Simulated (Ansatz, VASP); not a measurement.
## CdSe: VASP beside Ansatz

```
Cd Se
1.0
     0.00000    2.77536    2.77536
     2.77536    0.00000    2.77536
     2.77536    2.77536    0.00000
Cd Se
1 1
Direct
  0.00000 0.00000 0.00000
  0.50000 0.50000 0.50000
```

Alike in both runs: task single point; functional PBEsol; k mesh 14 × 14 × 14; occupations gaussian, width 0.1 eV; no spin polarisation.

|  | VASP | Ansatz |
| --- | --- | --- |
| version | VASP 6.6.1 | Ansatz 0.2.0 |
| potentials or method | VASP PAW PBE potentials, release 64 (Cd, Se) | scalar-relativistic, plane waves, PAW |
| plane-wave cutoff (eV) | 520 | 420 |
| valence electrons in the cell | 18 | 36 |

Ansatz gave:

| Property | Result |
| --- | --- |
| gap on the k mesh at the Fermi level (eV) | none |
| pressure (GPa) | 3.2 |

Question: Which values does VASP return?

Answer: gap on the k mesh at the Fermi level (eV): none; pressure (GPa): 3.8.

A gap of «none» marks a metal or a gap that the smearing closes. The two sets of potentials don't hold the same shells in valence.

Caveats: the PAW data sets were made with another functional, which shifts forces and pressure a little (VASP).
